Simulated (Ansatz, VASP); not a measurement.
## As in VASP and in Ansatz

The input INCAR:

```
PREC = Accurate ; ENCUT = 520
EDIFF = 1E-6 ; ISMEAR = 0
SIGMA = 0.1 ; LREAL = F
LASPH = T ; NELM = 80
ALGO = Normal ; ISIF = 2
LWAVE = F ; LCHARG = T
GGA = PE ; LELF = T
LVHAR = T ; NBANDS = 12
```

File KPOINTS:

```
Automatic mesh
0
Gamma
  6 6 6
```

The input POSCAR:

```
As
1.0
    1.8797494575      1.0852738553      3.4857700000
   -1.8797494575      1.0852738553      3.4857700000
    0.0000000000     -2.1705477106      3.4857700000
As
2
Direct
    0.2275400000      0.2275400000      0.2275400000
    0.7724600000      0.7724600000      0.7724600000
```

Input for Ansatz:

```yaml
crystal:
  lattice:
    - [1.8797494575, 1.0852738553, 3.48577]
    - [-1.8797494575, 1.0852738553, 3.48577]
    - [0.0, -2.1705477106, 3.48577]
  atoms:
    - { symbol: As, position: [0.22754, 0.22754, 0.22754] }
    - { symbol: As, position: [0.77246, 0.77246, 0.77246] }
basis:
  ecutwfc: 420
kpoints:
  mp_grid: { grid: [6, 6, 6] }
hamiltonian:
  xc: pbe
scf:
  occupations: { method: gaussian, width: 0.1 }
output:
  forces: true
  stress: true
  eigenvalues: true
```

Alike in both runs: task single point; functional PBE; k mesh 6 × 6 × 6; occupations gaussian, width 0.1 eV; no spin polarisation.

|  | VASP | Ansatz |
| --- | --- | --- |
| version | VASP 6.6.1 | Ansatz 0.2.0 |
| potentials or method | VASP PAW PBE potentials, release 64 (As) | scalar-relativistic, plane waves, PAW |
| plane-wave cutoff (eV) | 520 | 420 |
| valence electrons in the cell | 10 | 30 |

VASP gave:

* gap on the k mesh at the Fermi level (eV): none
* pressure (GPa): 3.8
* largest component of the traceless stress (GPa): 1.08
* rms of the force components (eV/Å): 0.094

Q: Estimate Ansatz's values.

A: gap on the k mesh at the Fermi level (eV): none; pressure (GPa): 3.5; largest component of the traceless stress (GPa): 1.01; rms of the force components (eV/Å): 0.062.

Atom by atom the forces differ by 0.032 eV/Å (rms over components). A gap of «none» marks a metal or a gap that the smearing closes. The two sets of potentials don't hold the same shells in valence.
